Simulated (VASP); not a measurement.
Here is a VASP 6.6.1 calculation.

File POSCAR:

```
InAs
1.0
    0.0000000000      3.0309720431      3.0309720431
    3.0309720431      0.0000000000      3.0309720431
    3.0309720431      3.0309720431      0.0000000000
In As
1 1
Direct
    0.0000000000      0.0000000000      0.0000000000
    0.7500000000      0.7500000000      0.7500000000
```

File INCAR.step1:

```
PREC = Accurate
ENCUT = 520
ISMEAR = 0
SIGMA = 0.05
LREAL = F
LASPH = T
NELM = 100
NBANDS = 16
GGA = PE
ALGO = Normal
EDIFF = 1E-4
LWAVE = T
LCHARG = F
```

The input INCAR.step2:

```
PREC = Accurate
ENCUT = 520
EDIFF = 1E-7
ISMEAR = 0
SIGMA = 0.05
LREAL = F
LASPH = T
NELM = 100
ALGO = Normal
ISIF = 2
LWAVE = F
LCHARG = T
METAGGA = R2SCAN
LMIXTAU = T
LUSE_VDW = T
IVDW_NL = 2
BPARAM = 11.95
CPARAM = 0.0093
LELF = T
LVHAR = T
NBANDS = 16
ISTART = 1
```

KPOINTS

```
Automatic mesh
0
Gamma
  6 6 6
```

Potentials or basis: VASP PAW PBE potentials, release 64 (In_d, As).

The run is started by

```console
$ cat potpaw_PBE.64/In_d/POTCAR potpaw_PBE.64/As/POTCAR > POTCAR
$ cp INCAR.step1 INCAR
$ mpirun -np 1 vasp_std > vasp.out
$ cp INCAR.step2 INCAR
$ mpirun -np 1 vasp_std > vasp.out
```

Q: Estimate the band gap on the k mesh.

A: 0.18 eV, direct.

Q: Estimate the pressure.

A: 0.7 GPa.

Caveat: the PAW data sets were made with another functional, which shifts forces and pressure a little; spin-orbit coupling is left out, which moves the levels of the heavy elements.

**The experiment to reproduce.**

A printed reference work, data compilation reports, for a bulk crystal of InAs at 4.2 K: band gap 0.418 eV (direct).

Measured gap of InAs: 0.418 eV (direct; 4.2 K; a printed reference work, data compilation). This calculation gives 0.18 eV (-0.24 eV). Spin-orbit coupling on As, In is left out. The value is that of r2SCAN+rVV10, without temperature or zero-point motion.
